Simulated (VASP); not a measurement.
# BeSe (F-43m) in VASP: a series of runs

The runs below take BeSe through single point, with PBE.

Program: VASP 6.6.1. These are calculated values, not measurements. Logs are shortened: lines on timing, memory, paths and dates and some standing lists are left out, and cuts for length are marked.

**1. The crystal as given**

It takes space group F-43m (No. 216, cubic). The conventional cell has a = 5.070 Å, b = 5.070 Å, c = 5.070 Å, α = 90.00°, β = 90.00°, γ = 90.00°. Be (site symmetry -43m) has 4 Se at 2.20 Å as nearest neighbours. Se (site symmetry -43m) has 4 Be at 2.20 Å as nearest neighbours.

**2. Single point, PBE**

INCAR reads:

```
ALGO     = Normal         # electronic algorithm
EDIFF    = 1E-6           # SCF threshold, eV
ENCUT    = 520            # plane-wave cutoff, eV
GGA      = PE             # functional
ISIF     = 2              # what is computed and relaxed
ISMEAR   = -1             # smearing method
LASPH    = T              # aspherical terms in the spheres
LCHARG   = F              # write CHGCAR
LREAL    = F              # projectors in reciprocal space
LWAVE    = F              # write WAVECAR
NBANDS   = 11             # bands
NELM     = 60             # most SCF steps
PREC     = Accurate       # precision mode
SIGMA    = 0.02           # smearing width, eV
```

KPOINTS reads:

```
k-points
0
Gamma
  9 9 9
```

POSCAR reads:

```
BeSe
1.0
    0.0000000000      2.5350000000      2.5350000000
    2.5350000000      0.0000000000      2.5350000000
    2.5350000000      2.5350000000      0.0000000000
Be Se
1 1
Direct
    0.0000000000      0.0000000000      0.0000000000
    0.2500000000      0.2500000000      0.2500000000
```

Potentials or basis: VASP PAW PBE potentials, release 64 (Be, Se).

Started as:

```sh
> cat potpaw_PBE.64/Be/POTCAR potpaw_PBE.64/Se/POTCAR > POTCAR
> mpirun -np 1 vasp_std > vasp.out
```

OUTCAR:

```text
EDIFF = 1E-6
   ENCUT = 520
   GGA = PE
   ISIF = 2
   ISMEAR = -1
   LASPH = T
   LREAL = F
   NELM = 60
   PREC = Accurate

 ion  position               nearest neighbor table
   1  0.000  0.000  0.000-   2 2.20   2 2.20   2 2.20   2 2.20
   2  0.250  0.250  0.250-   1 2.20   1 2.20   1 2.20   1 2.20

  LATTYP: Found a face centered cubic cell.
 ALAT       =     5.0700000000

  Lattice vectors:

 A1 = (   0.0000000000,   2.5350000000,   2.5350000000)
 A2 = (   2.5350000000,   0.0000000000,   2.5350000000)
 A3 = (   2.5350000000,   2.5350000000,   0.0000000000)

Analysis of symmetry for initial positions (statically):
=====================================================================
 Subroutine PRICEL returns:
 Original cell was already a primitive cell.

 Routine SETGRP: Setting up the symmetry group for a
 face centered cubic supercell.

 Subroutine GETGRP returns: Found 24 space group operations
 (whereof 24 operations were pure point group operations)
 out of a pool of 48 trial point group operations.

The static configuration has the point symmetry T_d .

Analysis of symmetry for dynamics (positions and initial velocities):
=====================================================================
 Subroutine PRICEL returns:
 Original cell was already a primitive cell.

 Routine SETGRP: Setting up the symmetry group for a
 face centered cubic supercell.

 Subroutine GETGRP returns: Found 24 space group operations
 (whereof 24 operations were pure point group operations)
 out of a pool of 48 trial point group operations.

The dynamic configuration has the point symmetry T_d .

 Subroutine INISYM returns: Found 24 space group operations
 (whereof 24 operations are pure point group operations),
 and found     1 'primitive' translations

----------------------------------------------------------------------------------------

                                     Primitive cell

  volume of cell :      32.5810

  direct lattice vectors                    reciprocal lattice vectors
     0.000000000  2.535000000  2.535000000    -0.197238659  0.197238659  0.197238659
     2.535000000  0.000000000  2.535000000     0.197238659 -0.197238659  0.197238659
     2.535000000  2.535000000  0.000000000     0.197238659  0.197238659 -0.197238659

  length of vectors
     3.585031381  3.585031381  3.585031381     0.341627378  0.341627378  0.341627378

  position of ions in fractional coordinates (direct lattice)
     0.000000000  0.000000000  0.000000000
     0.250000000  0.250000000  0.250000000

  ion indices of the primitive-cell ions
   primitive index   ion index
                 1           1
                 2           2

----------------------------------------------------------------------------------------

 KPOINTS: k-points

Automatic generation of k-mesh.
 Grid dimensions read from file:
 generate k-points for:    9    9    9

 Generating k-lattice:

  Cartesian coordinates                     Fractional coordinates (reciprocal lattice)
    -0.021915407  0.021915407  0.021915407     0.111111111  0.000000000  0.000000000
     0.021915407 -0.021915407  0.021915407     0.000000000  0.111111111  0.000000000
     0.021915407  0.021915407 -0.021915407     0.000000000  0.000000000  0.111111111

  Length of vectors
     0.037958598  0.037958598  0.037958598

  Shift w.r.t. Gamma in fractional coordinates (k-lattice)
     0.000000000  0.000000000  0.000000000

 Subroutine IBZKPT returns following result:
 ===========================================

 Found     35 irreducible k-points:

 Following reciprocal coordinates:
            Coordinates               Weight
  0.000000  0.000000  0.000000      1.000000
  0.111111  0.000000  0.000000      8.000000
  0.222222  0.000000  0.000000      8.000000
  0.333333  0.000000  0.000000      8.000000
  0.444444  0.000000  0.000000      8.000000
  0.111111  0.111111  0.000000      6.000000
[... 16 lines left out ...]
 -0.333333  0.333333  0.000000     12.000000
  0.444444  0.444444  0.000000      6.000000
 [... further k-points ...]
   k-points           NKPTS =     35   k-points in BZ     NKDIM =     35   number of bands    NBANDS=     11
   number of dos      NEDOS =    301   number of ions     NIONS =      2
   total plane-waves  NPLWV =  21952
   dimension x,y,z NGX =    28 NGY =   28 NGZ =   28
   dimension x,y,z NGXF=    56 NGYF=   56 NGZF=   56
   ions per type =               1   1
   NGX,Y,Z   is equivalent  to a cutoff of  12.98, 12.98, 12.98 a.u.
   NGXF,Y,Z  is equivalent  to a cutoff of  25.97, 25.97, 25.97 a.u.
 SYSTEM =  unknown system
   PREC   = accura    normal or accurate (medium, high low for compatibility)
   ISTART =      0    job   : 0-new  1-cont  2-samecut
   ICHARG =      2    charge: 1-file 2-atom 10-const
   ISPIN  =      1    spin polarized calculation?
   LNONCOLLINEAR =      F non collinear calculations
   LSORBIT =      F    spin-orbit coupling
   LASPH  =      T    aspherical Exc in radial PAW
   ENCUT  =  520.0 eV  38.22 Ry    6.18 a.u.   6.67  6.67  6.67*2*pi/ulx,y,z
   NELM   =     60;   NELMIN=  2; NELMDL= -5     # of ELM steps
   EDIFF  = 0.1E-05   stopping-criterion for ELM
   LREAL  =      F    real-space projection
[... 7 lines left out ...]
   TEBEG  =    0.0;   TEEND  =   0.0 temperature during run
   PSTRESS=    0.0 pullay stress
   NELECT =       8.0000    total number of electrons
   NUPDOWN=      -1.0000    fix difference up-down
   EMIN   =  10.00;   EMAX   =-10.00  energy-range for DOS
   EFERMI =   0.00;   METHOD = LEGACY
   ISMEAR =    -1;   SIGMA  =   0.02  broadening in eV -4-tet -1-fermi 0-gaus
   EFERMI_NEDOS =   21; number of points for ismear=-14 and -15
   IALGO  =     38    algorithm
   IMIX   =      4    mixing-type and parameters
     AMIX     =   0.40;   BMIX     =  1.00
     AMIX_MAG =   1.60;   BMIX_MAG =  1.00
  volume/ion in A,a.u.               =      16.29       109.93
  Fermi-wavevector in a.u.,A,eV,Ry     =   1.025141  1.937235 14.298549  1.050914
  Thomas-Fermi vector in A             =   2.158965
   LORBIT       =      0    0 simple, 1 ext, 2 COOP (PROOUT), +10 PAW based schemes
   GGA     = PE    functional components
   LHFCALC =     F    Hartree Fock is set to
   AEXX    =    0.0000 exact exchange contribution
   IVDW    =     0    specifies the selected vdW correction
   LEPSILON=     F    determine dielectric tensor
   LRPA    =     F    only Hartree local field effects (RPA)
 non-spin polarized calculation
  energy-cutoff  :      520.00
  volume of cell :       32.58
 maximum number of plane-waves:       895
   NGX = 13   NGY = 13   NGZ = 13

 number of electron       8.0000001 magnetization

 Free energy of the ion-electron system (eV)
  ---------------------------------------------------
  ext. energy  EPLUGINS =         0.00000000
  ---------------------------------------------------
  free energy    TOTEN  =        -8.82298827 eV

  energy without entropy =       -8.82298827  energy(sigma->0) =       -8.82298827

 E-fermi :   4.2447     XC(G=0):  -9.6089

 val. band max:        3.7820319906   @ k =   0.0000   0.0000   0.0000
 cond. band min:       6.3871013131   @ k =   0.4444   0.4444   0.0000
 fundamental gap:      2.6050693225
 Fermi energy:         4.2446792476

 k-point     1 :       0.0000    0.0000    0.0000
  band No.  band energies     occupation
      1     -10.3083      2.00000
      2       3.7820      2.00000
      3       3.7820      2.00000
      4       3.7820      2.00000
      5       8.4763      0.00000
      6       8.7809      0.00000
      7       8.7809      0.00000
      8       8.7809      0.00000
      9      16.0454      0.00000
     10      16.4230      0.00000
     11      16.4230      0.00000

 k-point     2 :       0.1111    0.0000    0.0000
  band No.  band energies     occupation
      1     -10.1784      2.00000
      2       2.6485      2.00000
      3       3.5979      2.00000
      4       3.5979      2.00000
      5       8.5076      0.00000
      6       9.0826      0.00000
      7       9.0826      0.00000
      8       9.9094      0.00000
      9      15.5684      0.00000
     10      15.5684      0.00000
     11      16.1591      0.00000

 k-point     3 :       0.2222    0.0000    0.0000
  band No.  band energies     occupation
      1      -9.8145      2.00000
      2       0.6969      2.00000
      3       3.2114      2.00000
      4       3.2114      2.00000
      5       8.4262      0.00000
      6       9.6240      0.00000
      7       9.6240      0.00000
      8      11.9490      0.00000
      9      15.0617      0.00000
     10      15.0617      0.00000
     11      16.0473      0.00000

 k-point     4 :       0.3333    0.0000    0.0000
  band No.  band energies     occupation
      1      -9.3158      2.00000
      2      -1.0252      2.00000
      3       2.8600      2.00000
      4       2.8600      2.00000
      5       8.3340      0.00000
      6       9.8267      0.00000
      7       9.8267      0.00000
      8      13.4718      0.00000
      9      15.8609      0.00000
     10      15.8609      0.00000
     11      16.1490      0.00000
[... 239 lines left out ...]
 k-point    22 :      -0.4444    0.3333    0.0000
  band No.  band energies     occupation
      1      -8.4141      2.00000
      2      -1.2238      2.00000
      3      -0.0775      2.00000
      4       1.3829      2.00000
      5       7.4137      0.00000
      6      10.1941      0.00000
      7      13.6756      0.00000
      8      13.7290      0.00000
      9      16.1469      0.00000
     10      17.6932      0.00000
     11      19.8759      0.00000

 k-point    23 :      -0.3333    0.3333    0.0000
  band No.  band energies     occupation
      1      -8.4596      2.00000
      2      -1.0547      2.00000
      3      -0.5352      2.00000
      4       1.7581      2.00000
      5       7.9320      0.00000
      6      12.4540      0.00000
      7      12.6990      0.00000
      8      13.3368      0.00000
      9      13.9444      0.00000
     10      15.8019      0.00000
     11      20.6098      0.00000

 k-point    24 :       0.4444    0.4444    0.0000
  band No.  band energies     occupation
      1      -8.4348      2.00000
      2      -1.3874      2.00000
      3       1.0209      2.00000
      4       1.0209      2.00000
      5       6.3871      0.00000
      6       8.0295      0.00000
      7      15.4637      0.00000
      8      15.4637      0.00000
      9      18.2281      0.00000
     10      19.4139      0.00000
     11      20.3237      0.00000

 [... further k-points ...]

------------------------ aborting loop because EDIFF is reached ----------------------------------------

  FORCE on cell =-STRESS in cart. coord.  units (eV):
  Direction    XX          YY          ZZ          XY          YZ          ZX
  --------------------------------------------------------------------------------------
  -------------------------------------------------------------------------------------
  Total        1.1377464      1.1377464      1.1377464      0.0000000      0.0000000      0.0000000
  in kB       55.9489811     55.9489811     55.9489811      0.0000000      0.0000000      0.0000000
  external PRESSURE =      55.9489811 kB  Pullay stress =       0.0000000 kB

 VOLUME and BASIS-vectors are now :
 -----------------------------------------------------------------------------
  energy-cutoff  :      520.00
  volume of cell :       32.58
      direct lattice vectors                 reciprocal lattice vectors
     0.000000000  2.535000000  2.535000000    -0.197238659  0.197238659  0.197238659
     2.535000000  0.000000000  2.535000000     0.197238659 -0.197238659  0.197238659
     2.535000000  2.535000000  0.000000000     0.197238659  0.197238659 -0.197238659

 POSITION                                       TOTAL-FORCE (eV/Angst)
 -----------------------------------------------------------------------------------
      0.00000      0.00000      0.00000         0.000000      0.000000     -0.000000
      1.26750      1.26750      1.26750        -0.000000     -0.000000      0.000000
 -----------------------------------------------------------------------------------
    total drift:                                0.000000      0.000000      0.000000

  FREE ENERGIE OF THE ION-ELECTRON SYSTEM (eV)
  ---------------------------------------------------
  free  energy   TOTEN  =        -8.8229882659 eV

  energy  without entropy=       -8.8229882659  energy(sigma->0) =       -8.82298827
```

Wall time 5.4 s (1 thread of Intel Xeon 6975P-C (Granite Rapids), shared host); peak memory 0.16 GiB.

Results:

| Item | Value |
| --- | --- |
| Free energy | -8.8230 eV |
| Pressure | 5.6 GPa |
| Band gap on the k mesh | 2.61 eV, indirect (least direct gap 4.69 eV) |

Caveat: an odd mesh through Γ misses points on the zone boundary, where band edges often lie.

**3. Single point, PBE**

INCAR reads:

```
  PREC = Accurate
  ENCUT = 520
  EDIFF = 1E-6
  ISMEAR = -1
  SIGMA = 0.02
  LREAL = False
  LASPH = True
  NELM = 80
  ALGO = Normal
  ISIF = 2
  LWAVE = False
  LCHARG = False
  GGA = PE
  NBANDS = 11
```

KPOINTS reads:

```
Automatic mesh
0
Gamma
  6 6 6
```

POSCAR is that of step 2.

Potentials or basis: VASP PAW PBE potentials, release 64 (Be, Se).

Started as:

```sh
> cat potpaw_PBE.64/Be/POTCAR potpaw_PBE.64/Se/POTCAR > POTCAR
> mpirun -np 1 vasp_std > vasp.out
```

It used 5.5 s of CPU time on 1 thread of Intel(R) Xeon(R) Platinum 8559C (Emerald Rapids), with other jobs on the host, which was overloaded at the time.

The run converged. Its results:

```
Free energy            : -8.8183 eV
Pressure               : 5.6 GPa
Band gap on the k mesh : 2.52 eV, indirect (least direct gap 4.69 eV)
```

Levels at points of the mesh, in eV from the valence-band top:
```csv
k point,band 1,band 2,band 3,band 4,band 5,band 6,band 7,band 8
"(0.00, 0.00, 0.00)",-14.09,0.00,0.00,0.00,4.69,5.00,5.00,5.00
"(0.50, 0.00, 0.00)",-12.63,-6.00,-1.14,-1.14,4.49,5.97,5.97,10.12
"(0.50, 0.50, 0.00)",-12.13,-5.31,-2.82,-2.82,2.52,4.17,12.07,12.07
```
